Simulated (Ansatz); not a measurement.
ZnSe (h-MgO type) from LDA to hybrids

All numbers come from Ansatz 0.2.0. The cell comes from a prototype generator: it can be a known phase or a hypothetical one. No magnetic order is allowed.

The cell is ZnSe (h-MgO type) (it has left that coordination); cell and atoms were relaxed with r2SCAN. Zn has 3 Se at 2.40 Å; Se has 3 Zn at 2.40 Å.

Space group P6_3/mmc (No. 194). a = 4.151 Å, b = 4.151 Å, c = 6.175 Å, α = 90.00°, β = 90.00°, γ = 120.00°
```
atom  site  symmetry       x       y       z
  Zn    2c      -6m2  0.3333  0.6667  0.2500
  Se    2d      -6m2  0.6667  0.3333  0.2500
```

Relaxed lattice by functional, symmetry kept:

| functional | k mesh | a (Å) | c (Å) | volume (Å³/atom) |
| --- | --- | --- | --- | --- |
| PBE | 6×6×4 | 4.202 | 6.225 | 23.79 |
| r2SCAN | 6×6×4 | 4.151 | 6.175 | 23.04 |
| PBEsol | 6×6×4 | 4.166 | 5.898 | 22.16 |

Gaps on the r2SCAN cell, each the least over its mesh and the special points:
```json
{"level": "LDA", "k mesh": "12×12×4", "gap (eV)": "0.12", "kind": "direct", "edges": "Γ", "least direct gap (eV)": "0.12", "rough cost": "20 core-seconds"}
{"level": "PBE", "k mesh": "12×12×4", "gap (eV)": "0.34", "kind": "direct", "edges": "Γ", "least direct gap (eV)": "0.34", "rough cost": "30 core-seconds"}
{"level": "PBE+SOC", "k mesh": "12×12×4", "gap (eV)": "0.30", "kind": "direct", "edges": "Γ", "least direct gap (eV)": "0.30", "rough cost": "2.1 core-minutes"}
{"level": "r2SCAN", "k mesh": "12×12×4", "gap (eV)": "0.84", "kind": "direct", "edges": "Γ", "least direct gap (eV)": "0.84", "rough cost": "40 core-seconds"}
{"level": "HSE06", "k mesh": "6×6×4", "gap (eV)": "1.38", "kind": "direct", "edges": "Γ", "least direct gap (eV)": "1.38", "rough cost": "13 core-minutes"}
{"level": "PBE0", "k mesh": "6×6×4", "gap (eV)": "2.03", "kind": "direct", "edges": "Γ", "least direct gap (eV)": "2.03", "rough cost": "14 core-minutes"}
```
PBE, PBE+SOC: smearing of 0.02 eV; the others have fixed occupations.
Wave cutoffs: 420 eV, 500 eV (r2SCAN).
Costs come from shared machines and give only the order; PBE's includes the band path. The runs had 2 threads of Intel(R) Xeon(R) Processor @ 2.50GHz (Skylake/Cascade Lake) (shared host).

HSE06 gives a direct gap of 1.38 eV at Γ. Spin-orbit coupling changes the PBE gap by -0.04 eV, to 0.30 eV. With so small a gap spin-orbit coupling can invert the bands, which the size of the gap doesn't show: the edges may have crossed and parted again.

r2SCAN covers 48 % of the step from PBE to HSE06, while HSE06 needs about 18 times r2SCAN's cost (on a coarser mesh). Spin-orbit coupling moves the least or the direct gap by up to 0.04 eV, so it can be left out where a tenth of an eV counts. Among these functionals the gap stays direct.

PBE (ground state on 6×6×4): The electronic dielectric tensor ε∞ is 8.0 in all directions. Born charges, averaged over directions: Zn +2.36, Se -2.36 e. The program warns that the response isn't settled on this k mesh.

Only the levels marked +SOC include spin-orbit coupling.

The meshes of the hybrids are coarse, so their gaps aren't converged to the digits shown.
